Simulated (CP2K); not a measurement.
Runs of CP2K 2026.2 on TiSi2. Symmetry: Immm, No. 71, orthorhombic system. The conventional cell has a = 2.946 Å, b = 3.424 Å, c = 8.424 Å, α = 90.00°, β = 90.00°, γ = 90.00°. Ti (site symmetry mmm) has 10 Si at 2.67 to 2.78 Å and 2 Ti at 2.95 Å as nearest neighbours. Around Si (site symmetry mm2) lie 7 Si at 2.63 to 2.95 Å and 5 Ti at 2.67 to 2.78 Å. The cell comes from a database or a generator and needn't be the stable form of this composition.

```tsv
level	potentials or basis	smearing	EPS_DEFAULT	NGRIDS	points a segment of the path (NPOINTS)	bands added on the path	CUTOFF of the grids	gap on the mesh (eV)	pressure (GPa)	largest force (eV/Å)
TASK	POTENTIAL_UZH Ti GTH-SCAN-q12, Si GTH-SCAN-q4; TZVP-MOLOPT-SCAN-GTH basis	fermi-dirac 0.05 eV	1.0E-10	5	8	2	675 Ry	none	2.5	0.12
SCAN	POTENTIAL_UZH Ti GTH-SCAN-q12, Si GTH-SCAN-q4; TZVP-MOLOPT-SCAN-GTH basis	fermi-dirac 0.05 eV	1.0E-9	5	6	2	675 Ry	none	-1.1	0.04
PBEsol	POTENTIAL_UZH Ti GTH-PBE-q12, Si GTH-PBE-q4; TZVP-MOLOPT-PBE-GTH basis	fermi-dirac 0.05 eV	1.0E-9	5	6	4	450 Ry	none	(a)	(b)
LDA	GTH_POTENTIALS Ti GTH-PADE-q12, Si GTH-PADE-q4; TZVP-MOLOPT-PBE-GTH basis	fermi-dirac 0.0259 eV	1.0E-9	5	8	2	450 Ry	none	-6.9	0.12
r2SCAN	POTENTIAL_UZH Ti GTH-SCAN-q12, Si GTH-SCAN-q4; TZVP-MOLOPT-SCAN-GTH basis	fermi-dirac 0.01 eV	1.0E-9	4	10	4	675 Ry	none	-2.1	0.02
```

Alike in all rows: task band structure; no spin polarisation; cell as given; k mesh 12 × 12 × 12.

Question: Fill in the values left out.

Answer: (a) -2.7; (b) 0.11.

Caveats: the basis of atomic orbitals isn't converged, which shifts pressures, moduli and gaps; the potentials were made for another functional, which shifts forces and pressure (some runs).

A gap of «none» marks a metal or a gap under the smearing width.
